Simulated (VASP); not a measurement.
# Si in VASP: further runs

The runs below take Si through work function, with PBE.

Everything below comes from runs of VASP 6.6.1. Logs are shortened: lines on timing, memory, paths and dates and some standing lists are left out, and cuts for length are marked.

**1. The structure**

The cell holds a slab with vacuum, 12 atoms: a = 7.734 Å, b = 3.867 Å, c = 21.436 Å, α = 90.00°, β = 90.00°, γ = 90.00°.

The cell was built by a generator and needn't be a form met in nature.

**2. Work function, PBE**

INCAR

```
PREC     = Accurate       # precision mode
ENCUT    = 520            # plane-wave cutoff, eV
EDIFF    = 1E-6           # SCF threshold, eV
ISMEAR   = 0              # smearing method
SIGMA    = 0.03           # smearing width, eV
LREAL    = F              # projectors in reciprocal space
LASPH    = T              # aspherical terms in the spheres
NELM     = 100            # most SCF steps
ALGO     = Normal         # electronic algorithm
ISIF     = 2              # what is computed and relaxed
LWAVE    = F              # write WAVECAR
LCHARG   = T              # write CHGCAR
LDIPOL   = T            
IDIPOL   = 3            
DIPOL    = 0.5 0.5 0.500
GGA      = PE             # functional
LVHAR    = T            
LVACPOTAV= T            
KPAR     = 4
```

KPOINTS

```
regular mesh
0
Gamma
  4 7 1
```

POSCAR

```
Si                                      
1.0
    7.7337965900      0.0000000000      0.0000000000
    0.0000000000      3.8668983000      0.0000000000
    0.0000000000      0.0000000000     21.4357750000
  Si            
    12
Direct
     0.8618240730748935    0.9999999996785086    0.3730736956411601
     0.5752967920123503    0.9999999998848141    0.3374228227491204
     0.5226876323331013    0.4999999999331074    0.4016664763494184
     0.0115151650602780    0.4999999996532331    0.4023069178566716
     0.2675849605939850    0.4999999999759479    0.4667079554046752
     0.7610905924327696    0.5000000002142010    0.4695504360674448
     0.7610911936148576    0.0000000001087480    0.5304496855317427
     0.2675856487572260    0.0000000000025011    0.5332919881565744
     0.5226883709650981    0.0000000001072963    0.5983336071912747
     0.0115153060794721    0.0000000001558294    0.5976929052387391
     0.8618235398563209    0.5000000001877251    0.6269260450907147
     0.5752967252196487    0.5000000000980876    0.6625774647224633
```

Potentials or basis: VASP PAW PBE potentials, release 64 (Si).

Started as:

```console
cat potpaw_PBE.64/Si/POTCAR > POTCAR
mpirun -np 4 vasp_std > vasp.out
```

OUTCAR:

```text
PREC = Accurate
   ENCUT = 520
   EDIFF = 1E-6
   ISMEAR = 0
   LREAL = F
   LASPH = T
   NELM = 100
   ISIF = 2
   GGA = PE

 ion  position               nearest neighbor table
   1  0.862  1.000  0.373-   4 2.34   4 2.34   2 2.34   6 2.94   6 2.94
   2  0.575  1.000  0.337-   1 2.34   3 2.41   3 2.41
   3  0.523  0.500  0.402-   6 2.35   2 2.41   2 2.41   5 2.42
   4  0.012  0.500  0.402-   1 2.34   1 2.34   5 2.41   6 2.41
   5  0.268  0.500  0.467-   8 2.40   8 2.40   4 2.41   3 2.42
   6  0.761  0.500  0.470-   7 2.33   7 2.33   3 2.35   4 2.41   1 2.94   1 2.94
   7  0.761  0.000  0.530-   6 2.33   6 2.33   9 2.35  10 2.41  11 2.94  11 2.94
   8  0.268  0.000  0.533-   5 2.40   5 2.40  10 2.41   9 2.42
   9  0.523  0.000  0.598-   7 2.35  12 2.41  12 2.41   8 2.42
  10  0.012  0.000  0.598-  11 2.34  11 2.34   8 2.41   7 2.41
  11  0.862  0.500  0.627-  10 2.34  10 2.34  12 2.34   7 2.94   7 2.94
  12  0.575  0.500  0.663-  11 2.34   9 2.41   9 2.41

  LATTYP: Found a simple orthorhombic cell.
 ALAT       =     3.8668983000
 B/A-ratio  =     1.9999999974
 C/A-ratio  =     5.5434028353

  Lattice vectors:

 A1 = (   0.0000000000,  -3.8668983000,   0.0000000000)
 A2 = (   7.7337965900,   0.0000000000,   0.0000000000)
 A3 = (   0.0000000000,   0.0000000000,  21.4357750000)

Analysis of symmetry for initial positions (statically):
=====================================================================
 Subroutine PRICEL returns:
 Original cell was already a primitive cell.

 Routine SETGRP: Setting up the symmetry group for a
 simple orthorhombic supercell.

 Subroutine GETGRP returns: Found  4 space group operations
 (whereof  2 operations were pure point group operations)
 out of a pool of  8 trial point group operations.

The static configuration has the point symmetry C_1h.
 The point group associated with its full space group is C_2v.

Analysis of symmetry for dynamics (positions and initial velocities):
=====================================================================
 Subroutine PRICEL returns:
 Original cell was already a primitive cell.

 Routine SETGRP: Setting up the symmetry group for a
 simple orthorhombic supercell.

 Subroutine GETGRP returns: Found  4 space group operations
 (whereof  2 operations were pure point group operations)
 out of a pool of  8 trial point group operations.

The dynamic configuration has the point symmetry C_1h.
 The point group associated with its full space group is C_2v.

 Subroutine INISYM returns: Found  4 space group operations
[... 121 lines left out ...]
   IALGO  =     38    algorithm
   IMIX   =      4    mixing-type and parameters
     AMIX     =   0.40;   BMIX     =  1.00
     AMIX_MAG =   1.60;   BMIX_MAG =  1.00
  volume/ion in A,a.u.               =      53.42       360.50
  Fermi-wavevector in a.u.,A,eV,Ry     =   0.690013  1.303935  6.477970  0.476117
  Thomas-Fermi vector in A             =   1.771260
   LORBIT       =      0    0 simple, 1 ext, 2 COOP (PROOUT), +10 PAW based schemes
   GGA     = PE    functional components
   LHFCALC =     F    Hartree Fock is set to
   AEXX    =    0.0000 exact exchange contribution
   IVDW    =     0    specifies the selected vdW correction
   LEPSILON=     F    determine dielectric tensor
   LRPA    =     F    only Hartree local field effects (RPA)
 non-spin polarized calculation
 Gauss-broadening in eV      SIGMA  =   0.03
  energy-cutoff  :      520.00
  volume of cell :      641.05
 maximum number of plane-waves:     17306
 NGX is ok and might be reduce to    60
   NGX = 29   NGY = 15   NGZ = 79

 dipolmoment           0.000000      0.000000      0.000000 electrons x Angstroem

 number of electron      47.9999997 magnetization

 dipolmoment           0.000000      0.000000     -0.000000 electrons x Angstroem

 Free energy of the ion-electron system (eV)
  ---------------------------------------------------
  ext. energy  EPLUGINS =         0.00000000
  ---------------------------------------------------
  free energy    TOTEN  =       -60.09961373 eV

  energy without entropy =      -60.09961373  energy(sigma->0) =      -60.09961373

 E-fermi :  -0.7042     XC(G=0):  -4.2654

 val. band max:       -0.8473826496   @ k =   0.5000   0.1429   0.0000
 cond. band min:      -0.5513941291   @ k =   0.0000   0.4286   0.0000
 fundamental gap:      0.2959885206
 Fermi energy:        -0.7041614365

 k-point     1 :       0.0000    0.0000    0.0000
  band No.  band energies     occupation
      1     -12.8819      2.00000
      2     -12.0378      2.00000
      3     -10.8822      2.00000
      4     -10.1594      2.00000
      5      -9.9327      2.00000
      6      -9.6555      2.00000
[... 397 lines left out ...]
     30       1.1897      0.00000
     31       2.1038      0.00000

------------------------ aborting loop because EDIFF is reached ----------------------------------------

  FORCE on cell =-STRESS in cart. coord.  units (eV):
  Direction    XX          YY          ZZ          XY          YZ          ZX
  --------------------------------------------------------------------------------------
  -------------------------------------------------------------------------------------
  Total       -4.9296728      1.4363653      0.0287150      0.0000000      0.0000000      0.0000000
  in kB      -12.3206606      3.5898872      0.0717669      0.0000000      0.0000000      0.0000000
  external PRESSURE =      -2.8863355 kB  Pullay stress =       0.0000000 kB

 VOLUME and BASIS-vectors are now :
 -----------------------------------------------------------------------------
  energy-cutoff  :      520.00
  volume of cell :      641.05
      direct lattice vectors                 reciprocal lattice vectors
     7.733796590  0.000000000  0.000000000     0.129302599  0.000000000  0.000000000
     0.000000000  3.866898300  0.000000000     0.000000000  0.258605198  0.000000000
     0.000000000  0.000000000 21.435775000     0.000000000  0.000000000  0.046650984

 POSITION                                       TOTAL-FORCE (eV/Angst)
 -----------------------------------------------------------------------------------
      6.66517      3.86690      7.99712        -0.005093      0.000000     -0.008312
      4.44923      3.86690      7.23292         0.000938      0.000000     -0.000261
      4.04236      1.93345      8.61003         0.001266      0.000000      0.005461
      0.08906      1.93345      8.62376         0.002340      0.000000     -0.008503
      2.06945      1.93345     10.00425         0.000363      0.000000      0.009336
      5.88612      1.93345     10.06518         0.000185      0.000000     -0.004725
      5.88612      0.00000     11.37060         0.000185      0.000000      0.004725
      2.06945      0.00000     11.43153         0.000363      0.000000     -0.009336
      4.04237      0.00000     12.82574         0.001266      0.000000     -0.005461
      0.08906      0.00000     12.81201         0.002340      0.000000      0.008503
      6.66517      1.93345     13.43865        -0.005093      0.000000      0.008312
      4.44923      1.93345     14.20286         0.000938      0.000000      0.000261
 -----------------------------------------------------------------------------------
    total drift:                                0.000089     -0.000000      0.000694

  FREE ENERGIE OF THE ION-ELECTRON SYSTEM (eV)
  ---------------------------------------------------
  free  energy   TOTEN  =       -60.0996137275 eV

  energy  without entropy=      -60.0996137275  energy(sigma->0) =      -60.09961373

 vacuum level on the upper side and lower side of the slab         4.106         4.106
```

stdout:

```text
POSCAR found type information on POSCAR Si
 POSCAR found :  1 types and      12 ions
 scaLAPACK will be used
 LDA part: xc-table for (Slater+PW92), standard interpolation
 POSCAR, INCAR and KPOINTS ok, starting setup
 FFT: planning ... GRIDC
 FFT: planning ... GRID_SOFT
 FFT: planning ... GRID
 WAVECAR not read
 entering main loop
 -----------------------------------------------------------------------------
|                                                                             |
|           W    W    AA    RRRRR   N    N  II  N    N   GGGG   !!!           |
|           W    W   A  A   R    R  NN   N  II  NN   N  G    G  !!!           |
|           W    W  A    A  R    R  N N  N  II  N N  N  G       !!!           |
|           W WW W  AAAAAA  RRRRR   N  N N  II  N  N N  G  GGG   !            |
|           WW  WW  A    A  R   R   N   NN  II  N   NN  G    G                |
|           W    W  A    A  R    R  N    N  II  N    N   GGGG   !!!           |
|                                                                             |
|     Did not find any points to average over, which means that no vacuum     |
|     field-free region was found. Please increase the size of  your cell     |
|     in the dimension of the dipole correction to obtain accurate            |
|     workfunction values.                                                    |
|                                                                             |
 -----------------------------------------------------------------------------
```

Run time: 2 min. Hardware: 4 MPI ranks of Intel Xeon Platinum 8559C (Emerald Rapids), shared host; peak memory 0.69 GiB.

What came out:

| Quantity | Value |
| --- | --- |
| Free energy | -60.0996 eV |
| Largest force | 0.010 eV/Å |
| Band gap on the k mesh | 0.30 eV, indirect (least direct gap 0.53 eV) |
| Ionisation potential of the upper face | 4.95 eV |

Forces on the atoms (eV/Å):
```
Si  -0.005  0.000 -0.008
Si   0.001  0.000  0.000
Si   0.001  0.000  0.005
Si   0.002  0.000 -0.009
Si   0.000  0.000  0.009
Si   0.000  0.000 -0.005
Si   0.000  0.000  0.005
Si   0.000  0.000 -0.009
Si   0.001  0.000 -0.005
Si   0.002  0.000  0.009
Si  -0.005  0.000  0.008
Si   0.001  0.000  0.000
```

PBE gaps usually lie below the measured ones, often by a third to a half.

**3. Work function, PBE**

INCAR

```
SYSTEM = Si
ALGO = Normal
DIPOL = 0.5 0.5 0.500
EDIFF = 1E-7
ENCUT = 520
GGA = PE
IDIPOL = 3
ISIF = 2
ISMEAR = 0
KPAR = 4
LASPH = .TRUE.
LCHARG = .TRUE.
LDIPOL = .TRUE.
LREAL = .FALSE.
LVACPOTAV = .TRUE.
LVHAR = .TRUE.
LWAVE = .FALSE.
NELM = 60
PREC = Accurate
SIGMA = 0.03
```

KPOINTS

```
k-points
0
G
  4 7 1
  0 0 0
```

POSCAR

```
Si                                      
1.0
    7.7337965900      0.0000000000      0.0000000000
    0.0000000000      3.8668983000      0.0000000000
    0.0000000000      0.0000000000     21.4357750000
  Si            
    12
Direct
     0.8618305355208317    0.9999999999099392    0.3730731436431164
     0.5752979920742807    0.9999999999201328    0.3374287755045623
     0.5226817449671196    0.4999999999434735    0.4016711568054609
     0.0115154610357908    0.4999999998935207    0.4023058288158955
     0.2675786159285866    0.5000000000072995    0.4667093792645988
     0.7610954523862840    0.4999999998553724    0.4695501062610880
     0.7610953912454173    0.9999999998969747    0.5304499077722924
     0.2675786677892986    0.0000000000262258    0.5332906090798516
     0.5226817193144360    0.0000000000620045    0.5983288161469725
     0.0115155239584379    0.0000000001829062    0.5976941753994552
     0.8618307282907322    0.5000000002545921    0.6269268716849530
     0.5752981674887845    0.5000000000475593    0.6625712296217527
```

Potentials or basis: VASP PAW PBE potentials, release 64 (Si).

Started as:

```console
cat potpaw_PBE.64/Si/POTCAR > POTCAR
mpirun -np 4 vasp_std > vasp.out
```

OUTCAR:

```text
SYSTEM = Si
   EDIFF = 1E-7
   ENCUT = 520
   GGA = PE
   ISIF = 2
   ISMEAR = 0
   LASPH = .TRUE.
   LREAL = .FALSE.
   NELM = 60
   PREC = Accurate

 ion  position               nearest neighbor table
   1  0.862  1.000  0.373-   4 2.34   4 2.34   2 2.34   6 2.94   6 2.94
   2  0.575  1.000  0.337-   1 2.34   3 2.41   3 2.41
   3  0.523  0.500  0.402-   6 2.35   2 2.41   2 2.41   5 2.42
   4  0.012  0.500  0.402-   1 2.34   1 2.34   5 2.41   6 2.41
   5  0.268  0.500  0.467-   8 2.40   8 2.40   4 2.41   3 2.42
   6  0.761  0.500  0.470-   7 2.33   7 2.33   3 2.35   4 2.41   1 2.94   1 2.94
   7  0.761  1.000  0.530-   6 2.33   6 2.33   9 2.35  10 2.41  11 2.94  11 2.94
   8  0.268  0.000  0.533-   5 2.40   5 2.40  10 2.41   9 2.42
[... 633 lines left out ...]
  volume of cell :      641.05
      direct lattice vectors                 reciprocal lattice vectors
     7.733796590  0.000000000  0.000000000     0.129302599  0.000000000  0.000000000
     0.000000000  3.866898300  0.000000000     0.000000000  0.258605198  0.000000000
     0.000000000  0.000000000 21.435775000     0.000000000  0.000000000  0.046650984

 POSITION                                       TOTAL-FORCE (eV/Angst)
 -----------------------------------------------------------------------------------
      6.66522      3.86690      7.99711        -0.005378      0.000000     -0.008234
      4.44924      3.86690      7.23305         0.000759      0.000000     -0.000420
      4.04231      1.93345      8.61013         0.001619      0.000000      0.005219
      0.08906      1.93345      8.62374         0.002540      0.000000     -0.008486
      2.06940      1.93345     10.00428         0.000317      0.000000      0.009097
      5.88616      1.93345     10.06517         0.000143      0.000000     -0.004517
      5.88616      3.86690     11.37060         0.000143      0.000000      0.004517
      2.06940      0.00000     11.43150         0.000317      0.000000     -0.009097
      4.04231      0.00000     12.82564         0.001619      0.000000     -0.005219
      0.08906      0.00000     12.81204         0.002540      0.000000      0.008486
      6.66522      1.93345     13.43866        -0.005378      0.000000      0.008234
      4.44924      1.93345     14.20273         0.000759      0.000000      0.000420
 -----------------------------------------------------------------------------------
    total drift:                                0.000399     -0.000000      0.000332

  FREE ENERGIE OF THE ION-ELECTRON SYSTEM (eV)
  ---------------------------------------------------
  free  energy   TOTEN  =       -60.0996165446 eV

  energy  without entropy=      -60.0996165446  energy(sigma->0) =      -60.09961654

 vacuum level on the upper side and lower side of the slab         4.106         4.106
```

OSZICAR:

```text
N       E                     dE             d eps       ncg     rms          rms(c)
DAV:   1     0.248278576053E+03    0.24828E+03   -0.15435E+04   744   0.112E+03
DAV:   2    -0.372727277114E+02   -0.28555E+03   -0.27703E+03  1053   0.194E+02
DAV:   3    -0.608807425613E+02   -0.23608E+02   -0.23094E+02   879   0.564E+01
DAV:   4    -0.618712148756E+02   -0.99047E+00   -0.98353E+00  1152   0.136E+01
[... 18 lines left out ...]
DAV:  23    -0.600996151793E+02   -0.65457E-06   -0.17741E-08   625   0.507E-04    0.179E-04
DAV:  24    -0.600996161964E+02   -0.10171E-05   -0.41228E-08   595   0.473E-04    0.104E-04
DAV:  25    -0.600996163940E+02   -0.19759E-06   -0.48911E-09   526   0.229E-04    0.589E-05
DAV:  26    -0.600996165074E+02   -0.11346E-06   -0.34891E-09   498   0.153E-04    0.368E-05
DAV:  27    -0.600996165446E+02   -0.37176E-07   -0.11907E-09   498   0.107E-04
   1 F= -.60099617E+02 E0= -.60099617E+02  d E =-.296707E-12
```

Wall time 2.3 min (4 MPI ranks of Intel Xeon Platinum 8488C (Sapphire Rapids), shared host); peak memory 0.66 GiB.

Results:

| Item | Value |
| --- | --- |
| Free energy | -60.0996 eV |
| Largest force | 0.010 eV/Å |
| Band gap on the k mesh | 0.30 eV, indirect (least direct gap 0.53 eV) |
| Ionisation potential of the upper face | 4.95 eV |

Forces on the atoms (eV/Å):
```
Si  -0.005  0.000 -0.008
Si   0.001  0.000  0.000
Si   0.002  0.000  0.005
Si   0.003  0.000 -0.008
Si   0.000  0.000  0.009
Si   0.000  0.000 -0.005
Si   0.000  0.000  0.005
Si   0.000  0.000 -0.009
Si   0.002  0.000 -0.005
Si   0.003  0.000  0.008
Si  -0.005  0.000  0.008
Si   0.001  0.000  0.000
```
